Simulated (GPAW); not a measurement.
# BaTiO3 (Pm-3m) in GPAW: settings compared

Aim: see how the results for BaTiO3 move with the level of theory and the settings. Levels: LDA, PBEsol. Tasks: equation of state, band structure.

Program: GPAW 26.7.0. These are calculated values, not measurements. Logs are shortened: lines on timing, memory, paths and dates and some standing lists are left out, and cuts for length are marked. The log counts tension as positive stress, the text compression.

**1. Starting point**

It takes space group Pm-3m (No. 221, cubic). The conventional cell has a = 4.006 Å, b = 4.006 Å, c = 4.006 Å, α = 90.00°, β = 90.00°, γ = 90.00°. Ba (site symmetry m-3m) is surrounded by 12 O at 2.83 Å. Around Ti (site symmetry m-3m) lie 6 O at 2.00 Å. O (site symmetry 4/mmm) has 2 Ti at 2.00 Å as nearest neighbours.

**2. Equation of state, LDA**

The input, run.py:

```python
from ase import Atoms
from ase.eos import EquationOfState
from ase.io import Trajectory
from ase.units import GPa
from gpaw import GPAW, PW

atoms = Atoms(['Ba', 'Ti', 'O', 'O', 'O'],
              cell=[[4.006, 0.0, 0.0],
                    [0.0, 4.006, 0.0],
                    [0.0, 0.0, 4.006]],
              scaled_positions=[[0.5, 0.5, 0.5],
                                [0.0, 0.0, 0.0],
                                [0.0, 0.0, 0.5],
                                [0.0, 0.5, 0.0],
                                [0.5, 0.0, 0.0]],
              pbc=True)

traj = Trajectory('eos.traj', 'w')
volumes, energies = [], []
for x in [0.94, 0.96, 0.98, 1.0, 1.02, 1.04, 1.06]:
    a = atoms.copy()
    a.set_cell(atoms.cell * x**(1 / 3), scale_atoms=True)
    calc = GPAW(mode=PW(800),
                xc='LDA',
                kpts={'size': (7, 7, 7), 'gamma': True},
                occupations={'name': 'fermi-dirac', 'width': 0.05},
                nbands=36,
                convergence={'density': 1e-05, 'energy': 1e-05},
                maxiter=150,
                txt=f'eos-{x:.2f}.txt')
    a.calc = calc
    energies.append(a.get_potential_energy(force_consistent=True))
    volumes.append(a.get_volume())
    p = -a.get_stress()[:3].mean() / GPa
    calc.write(f'eos-{x:.2f}.gpw')
    traj.write(a)
    print(f'{x:.2f} {volumes[-1]:10.4f} A^3 {energies[-1]:14.6f} eV {p:9.3f} GPa', flush=True)

v0, e0, B = EquationOfState(volumes, energies, eos='birchmurnaghan').fit()
print(f'V0 = {v0:.4f} A^3, E0 = {e0:.6f} eV, B0 = {B / GPa:.2f} GPa')
```

Potentials or basis: the program's PAW data sets (release 1.2.1) made for this functional, pw.

The run is started by

```console
$ OMP_NUM_THREADS=1 python run.py
```

Output:

```text
__  _  _
 | _ |_)|_||  |
 |__||  | ||/\| - 26.7.0

Input parameters:
  mode=PW(ecut=800.0),
  convergence={'density': 1e-05, 'energy': 1e-05},
  kpts=MonkhorstPack(size=(7, 7, 7), gamma=True),
  maxiter=150,
  nbands=36,
  occupations=Occupations(name='fermi-dirac', width=0.05),
  xc=XC(name='LDA')

Diagonalizing LCAO Hamiltonian
Converting LCAO to pw mode
   .---------.
  /|         |
 * |         |
 | |   Ba    |
 | |         |
 O .---------.
 |/         /
 Ti---O----*

Atoms  # Å, Bohr magnetons
|   | symbol |        x |        y |        z |    initial magnetic moments |
|---|--------|----------|----------|----------|-----------------------------|
| 0 |     Ba | 1.962111 | 1.962111 | 1.962111 | ( 0.0000,  0.0000,  0.0000) |
| 1 |     Ti | 0.000000 | 0.000000 | 0.000000 | ( 0.0000,  0.0000,  0.0000) |
| 2 |      O | 0.000000 | 0.000000 | 1.962111 | ( 0.0000,  0.0000,  0.0000) |
| 3 |      O | 0.000000 | 1.962111 | 0.000000 | ( 0.0000,  0.0000,  0.0000) |
| 4 |      O | 1.962111 | 0.000000 | 0.000000 | ( 0.0000,  0.0000,  0.0000) |

Unit cell  # Å
| periodic |        x |        y |        z |  lengths |    angles |
|----------|----------|----------|----------|----------|-----------|
|      yes | 3.924222 | 0.000000 | 0.000000 | 3.924222 | 90.000000 |
|      yes | 0.000000 | 3.924222 | 0.000000 | 3.924222 | 90.000000 |
|      yes | 0.000000 | 0.000000 | 3.924222 | 3.924222 | 90.000000 |

Number of symmetries: 48
Symmetry operations  # r_c * U_cc + t_c -> r_c
|    | kind |            matrix            |
|----|------|------------------------------|
|  0 |  E   |  1, 0, 0,  0, 1, 0,  0, 0, 1 |
|  1 |  σ   |  1, 0, 0,  0, 1, 0,  0, 0,-1 |
|  2 |  σ   |  1, 0, 0,  0, 0, 1,  0, 1, 0 |
|  3 |  C4  |  1, 0, 0,  0, 0, 1,  0,-1, 0 |
|  4 |  C4  |  1, 0, 0,  0, 0,-1,  0, 1, 0 |
|  5 |  σ   |  1, 0, 0,  0, 0,-1,  0,-1, 0 |
|  6 |  σ   |  1, 0, 0,  0,-1, 0,  0, 0, 1 |
|  7 |  C2  |  1, 0, 0,  0,-1, 0,  0, 0,-1 |
|  8 |  σ   |  0, 1, 0,  1, 0, 0,  0, 0, 1 |
|  9 |  C2  |  0, 1, 0,  1, 0, 0,  0, 0,-1 |
| 10 |  C3  |  0, 1, 0,  0, 0, 1,  1, 0, 0 |
| 11 |  S6  |  0, 1, 0,  0, 0, 1, -1, 0, 0 |
| 12 |  S6  |  0, 1, 0,  0, 0,-1,  1, 0, 0 |
| 13 |  C3  |  0, 1, 0,  0, 0,-1, -1, 0, 0 |
| 14 |  C4  |  0, 1, 0, -1, 0, 0,  0, 0, 1 |
| 15 |  S4  |  0, 1, 0, -1, 0, 0,  0, 0,-1 |
| 16 |  C3  |  0, 0, 1,  1, 0, 0,  0, 1, 0 |
| 17 |  S6  |  0, 0, 1,  1, 0, 0,  0,-1, 0 |
| 18 |  σ   |  0, 0, 1,  0, 1, 0,  1, 0, 0 |
| 19 |  C4  |  0, 0, 1,  0, 1, 0, -1, 0, 0 |
| 20 |  C2  |  0, 0, 1,  0,-1, 0,  1, 0, 0 |
| 21 |  S4  |  0, 0, 1,  0,-1, 0, -1, 0, 0 |
| 22 |  S6  |  0, 0, 1, -1, 0, 0,  0, 1, 0 |
| 23 |  C3  |  0, 0, 1, -1, 0, 0,  0,-1, 0 |
| 24 |  S6  |  0, 0,-1,  1, 0, 0,  0, 1, 0 |
| 25 |  C3  |  0, 0,-1,  1, 0, 0,  0,-1, 0 |
| 26 |  C4  |  0, 0,-1,  0, 1, 0,  1, 0, 0 |
| 27 |  σ   |  0, 0,-1,  0, 1, 0, -1, 0, 0 |
| 28 |  S4  |  0, 0,-1,  0,-1, 0,  1, 0, 0 |
| 29 |  C2  |  0, 0,-1,  0,-1, 0, -1, 0, 0 |
| 30 |  C3  |  0, 0,-1, -1, 0, 0,  0, 1, 0 |
| 31 |  S6  |  0, 0,-1, -1, 0, 0,  0,-1, 0 |
| 32 |  C4  |  0,-1, 0,  1, 0, 0,  0, 0, 1 |
| 33 |  S4  |  0,-1, 0,  1, 0, 0,  0, 0,-1 |
| 34 |  S6  |  0,-1, 0,  0, 0, 1,  1, 0, 0 |
| 35 |  C3  |  0,-1, 0,  0, 0, 1, -1, 0, 0 |
| 36 |  C3  |  0,-1, 0,  0, 0,-1,  1, 0, 0 |
| 37 |  S6  |  0,-1, 0,  0, 0,-1, -1, 0, 0 |
| 38 |  σ   |  0,-1, 0, -1, 0, 0,  0, 0, 1 |
| 39 |  C2  |  0,-1, 0, -1, 0, 0,  0, 0,-1 |
| 40 |  σ   | -1, 0, 0,  0, 1, 0,  0, 0, 1 |
| 41 |  C2  | -1, 0, 0,  0, 1, 0,  0, 0,-1 |
| 42 |  C2  | -1, 0, 0,  0, 0, 1,  0, 1, 0 |
| 43 |  S4  | -1, 0, 0,  0, 0, 1,  0,-1, 0 |
| 44 |  S4  | -1, 0, 0,  0, 0,-1,  0, 1, 0 |
| 45 |  C2  | -1, 0, 0,  0, 0,-1,  0,-1, 0 |
| 46 |  C2  | -1, 0, 0,  0,-1, 0,  0, 0, 1 |
| 47 |  i   | -1, 0, 0,  0,-1, 0,  0, 0,-1 |

BZ-sampling:
  Number of BZ points: 343
  Number of IBZ points: 20

  Monkhorst-Pack size: [7, 7, 7]
  Monkhorst-Pack shift: [0, 0, 0]

K-points  # in reciprocal-cell coordinates
|     |                                coordinates |     weight |
|-----|--------------------------------------------|------------|
|   0 | (  0.00000000,   0.00000000,   0.00000000) | 0.00291545 |
|   1 | (  0.14285714,   0.00000000,   0.00000000) | 0.01749271 |
|   2 | (  0.14285714,   0.14285714,   0.00000000) | 0.03498542 |
|   3 | (  0.14285714,   0.14285714,   0.14285714) | 0.02332362 |
|   4 | (  0.28571429,   0.00000000,   0.00000000) | 0.01749271 |
|   5 | (  0.28571429,   0.14285714,   0.00000000) | 0.06997085 |
|   6 | (  0.28571429,   0.14285714,   0.14285714) | 0.06997085 |
|   7 | (  0.28571429,   0.28571429,   0.00000000) | 0.03498542 |
|   8 | (  0.28571429,   0.28571429,   0.14285714) | 0.06997085 |
|   9 | (  0.28571429,   0.28571429,   0.28571429) | 0.02332362 |
| ... |                                            |            |
|  19 | (  0.42857143,   0.42857143,   0.42857143) | 0.02332362 |

Plane wave coefficients: 3122
Cutoff: 800.0 eV

Spin-components: 1 (collinear spins)
Bands:           36
Projectors:      27
Spin-degeneracy: 2
Datatype:        complex128

Parallelization:
  kpt:    1
  domain: 1
  band:   1

Density:
  Valence electrons: 40.0
  Components: 1
  Grid points: [27 27 27]
  Charge: 0.0  # |e|

Potential:
  Grid points: [27 27 27]

species:
  Ba:
    name:    Barium
    Z:       56.0
    valence: 10
    core:    46
    charge:  0.0  # [|e|]
    compensation charges:
      type: gauss
      rc: 0.37  # [Å]
      lmax: 2
    cutoffs:
      filter: 2.06  # [Å]
      core: 2.33  # [Å]
    projectors
    | kind |    occ | energy [eV] | rcut [Å] |
    |------|--------|-------------|----------|
    |   5s |  2.000 |     -33.774 |    1.164 |
    |   6s |  2.000 |      -3.346 |    1.164 |
    |   5p |  6.000 |     -18.813 |    1.164 |
    |    p |        |       0.000 |    1.164 |
    |    d |        |       0.000 |    1.164 |
    |    d |        |      27.211 |    1.164 |

    Using partial waves for Ba as LCAO basis

  Ti:
    name:    Titanium
    Z:       22.0
    valence: 12
    core:    10
    charge:  0.0  # [|e|]
    compensation charges:
      type: gauss
      rc: 0.38  # [Å]
      lmax: 2
    cutoffs:
      filter: 2.23  # [Å]
      core: 1.02  # [Å]
    projectors
    | kind |    occ | energy [eV] | rcut [Å] |
    |------|--------|-------------|----------|
    |   3s |  2.000 |     -62.257 |    1.270 |
    |   4s |  2.000 |      -4.593 |    1.270 |
    |   3p |  6.000 |     -38.791 |    1.058 |
    |   4p |  0.000 |      -1.536 |    1.058 |
    |   3d |  2.000 |      -4.463 |    1.058 |
    |    d |        |      22.748 |    1.058 |

    Using partial waves for Ti as LCAO basis

  O:
    name:    Oxygen
    Z:       8.0
    valence: 6
    core:    2
    charge:  0.0  # [|e|]
    compensation charges:
      type: gauss
      rc: 0.21  # [Å]
      lmax: 2
    cutoffs:
      filter: 1.17  # [Å]
      core: 0.83  # [Å]
    projectors
    | kind |    occ | energy [eV] | rcut [Å] |
    |------|--------|-------------|----------|
    |   2s |  2.000 |     -23.752 |    0.688 |
    |   2p |  4.000 |      -9.195 |    0.598 |
    |    s |        |       3.459 |    0.688 |
    |    p |        |      18.016 |    0.598 |
    |    d |        |       0.000 |    0.619 |

    Using partial waves for O as LCAO basis

Reference energy: -250365.446817  # eV

eigensolver:
  PPCG
  Converge bands: occupied
  niter=2

density mixing:
  MSR1-Mixer
  Pratt-step length: 0.05
  Maximum mixing coefficient: 0.75
  Old densities: 10
  SVD Regularization: 0.005
  Good broyden scale: 1.0
  Trust region scale: 1.0
  Backstep threshold: 4.0
  History deletion threshold: 6.0
  Fourier metric: weight=20.0, sigma=0.015

occupation numbers:
  Fermi-Dirac:
    width: 0.0500  # eV

poisson solver:
  ecut: 6400.0  # eV

xc functional:
  name: None

convergence criteria:
- Maximum integral of absolute [dens]ity change: 1e-05 electrons / valence electron
- Maximum [total energy] change in last 3 cyles: 1e-05 eV / valence electron
- Maximum integral of absolute [eigenst]ate change: 4e-08 eV^2 / valence electron
maximum number of iterations: 150

SCF iterations
|iter     | |      energy | eigst |  dens |
|---------|-|-------------|-------|-------|
|iter:   1| |  -49.005823 | +0.30 |       |
|iter:   2| |  -47.404761 | -1.41 | -0.88 |
|iter:   3| |  -44.037068 | -0.95 | -0.95 |
|iter:   4| |  -43.868971 | -2.33 | -1.50 |
|iter:   5| |  -43.833857 | -3.06 | -1.68 |
|iter:   6| |  -43.830199 | -3.78 | -2.03 |
|iter:   7| |  -43.830176 | -5.28 | -2.91 |
|iter:   8| |  -43.830170c| -6.03 | -3.46 |
|iter:   9| |  -43.830170c| -7.70c| -4.18 |
|iter:  10| |  -43.830170c| -8.28c| -5.15c|

Converged in 10 steps
Energy contributions relative to reference atoms: (reference = -250365.446817)

Energy contributions:
  Kinetic:          52.958680
  Coulomb:         -53.401544
  Zero:              0.736732
  External:          0.000000
  Xc:              -44.124037
  Entropy:          -0.000000
  Spinorbit:         0.000000
  ----------------------------
  Free energy:     -43.830170
  Extrapolated:    -43.830170

dipole moment: (-34.660681, -34.660681, -34.660681)  # |e|*Ang

Fermi level: 8.912
Eigenvalues  # (at kpt = [0.000, 0.000, 0.000])
| band index |      eig [eV] | occ [0-2] |
|------------|---------------|-----------|
|          0 |       -47.669 |     2.000 |
|        ... |               |           |
|         12 |         5.749 |     2.000 |
|         13 |         5.749 |     2.000 |
|         14 |         6.783 |     2.000 |
|         15 |         6.783 |     2.000 |
|         16 |         6.783 |     2.000 |
|         17 |         7.934 |     2.000 |
[... 8 lines left out ...]
|         26 |        13.021 |     0.000 |
|         27 |        15.905 |     0.000 |
|        ... |               |           |
|         35 |        27.754 |     0.000 |

Gap: 1.878 eV
Transition (v -> c):
  (s=0, k=0, n=19, [0.00, 0.00, 0.00]) -> (s=0, k=0, n=20, [0.00, 0.00, 0.00])
No difference between direct/indirect transitions

Stress tensor  # eV/Ang^3
|         x |         y |         z |
|-----------|-----------|-----------|
| -0.021174 |  0.000000 |  0.000000 |
|  0.000000 | -0.021174 |  0.000000 |
|  0.000000 |  0.000000 | -0.021174 |

# Writing to eos-0.94.gpw (mode='')
```

It took 11 min on 1 thread of Intel Xeon at 2.50GHz (Skylake/Cascade Lake), shared host; peak memory 0.35 GiB.

What came out:

| Item | Value |
| --- | --- |
| Equilibrium volume | 12.31 Å³/atom |
| Bulk modulus | 194 GPa |
| Pressure derivative of the bulk modulus | 4.6 |

Energy against volume, from the lowest point:
```
volume (Å³/atom)  energy (meV/atom)
          12.086               2.36
          12.343               0.00
          12.601               4.04
          12.858              13.76
          13.115              28.65
          13.372              47.99
          13.629              71.38
```

The run has no spin-orbit coupling, so splittings on Ba are missing. Zero-point motion and thermal expansion aren't in these numbers.

**3. Band structure, PBEsol**

The input, run.py:

```python
from ase import Atoms
from ase.dft.bandgap import bandgap
from ase.io import write
from ase.units import GPa
from gpaw import GPAW, PW, setup_paths

setup_paths.insert(0, '.')

atoms = Atoms(['Ba', 'Ti', 'O', 'O', 'O'],
              cell=[[4.006, 0.0, 0.0],
                    [0.0, 4.006, 0.0],
                    [0.0, 0.0, 4.006]],
              scaled_positions=[[0.5, 0.5, 0.5],
                                [0.0, 0.0, 0.0],
                                [0.0, 0.0, 0.5],
                                [0.0, 0.5, 0.0],
                                [0.5, 0.0, 0.0]],
              pbc=True)

calc = GPAW(mode=PW(800),
            xc='PBEsol',
            kpts={'size': (7, 7, 7), 'gamma': True},
            occupations={'name': 'fermi-dirac', 'width': 0.05},
            nbands=36,
            convergence={'density': 1e-05, 'energy': 1e-05},
            maxiter=150,
            txt='gpaw.txt')
atoms.calc = calc
energy = atoms.get_potential_energy()
forces = atoms.get_forces()
stress = atoms.get_stress()
calc.write('gs.gpw')
write('result.traj', atoms)
print(f'Energy: {energy:.6f} eV')
print('Forces (eV/A):')
print(forces.round(4))
print('Stress (GPa):', (stress / GPa).round(3))
print('Fermi level:', round(calc.get_fermi_level(), 4), 'eV')
print(f'Gap: {bandgap(calc)[0]:.4f} eV, direct: {bandgap(calc, direct=True)[0]:.4f} eV')

path = atoms.cell.bandpath('GXMGRX,MR', npoints=80, eps=1e-4)
bs_calc = calc.fixed_density(kpts=path, symmetry='off', nbands=53,
                             convergence={'bands': 'CBM+6.0', 'eigenstates': 1e-6}, txt='bands.txt')
bs = bs_calc.band_structure()
bs.write('bs.json')
print(f'Gap on the path: {bandgap(bs_calc)[0]:.4f} eV')
```

Potentials or basis: PAW data sets generated in the run's folder for this functional, pw.

The run is started by

```console
$ gpaw-setup -f PBEsol Ba O Ti
$ OMP_NUM_THREADS=1 python run.py
```

Run time: 6.8 min. Hardware: 1 thread of Intel Xeon at 2.50GHz (Skylake/Cascade Lake), shared host; peak memory 0.57 GiB.

Results (log left out):

```
Free energy             : -41.4801 eV
Pressure                : -3.1 GPa
Band gap on the k mesh  : 1.79 eV, indirect (least direct gap 1.87 eV)
Band gap along the path : 1.73 eV, indirect (least direct gap 1.87 eV)
```

Levels at the corners of the path, in eV from the valence-band top:
```csv
point,band 16,band 17,band 18,band 19,band 20,band 21,band 22,band 23,band 24,band 25
Γ,-1.11,-1.11,-0.14,-0.14,-0.14,1.73,1.73,1.73,3.96,3.96
X,-1.95,-1.85,-1.85,-0.71,-0.71,1.89,3.51,3.51,3.97,5.97
M,-2.71,-1.73,-0.87,-0.87,-0.08,3.52,3.52,3.93,4.80,7.73
Γ,-1.11,-1.11,-0.14,-0.14,-0.14,1.73,1.73,1.73,3.96,3.96
R,-2.40,-2.40,0.00,0.00,0.00,4.19,4.19,4.19,6.66,6.66
X,-1.95,-1.85,-1.85,-0.71,-0.71,1.89,3.51,3.51,3.97,5.97
M,-2.71,-1.73,-0.87,-0.87,-0.08,3.52,3.52,3.93,4.80,7.73
R,-2.40,-2.40,0.00,0.00,0.00,4.19,4.19,4.19,6.66,6.66
```

Caveat: spin-orbit coupling is left out, which moves the levels of the heavy elements.
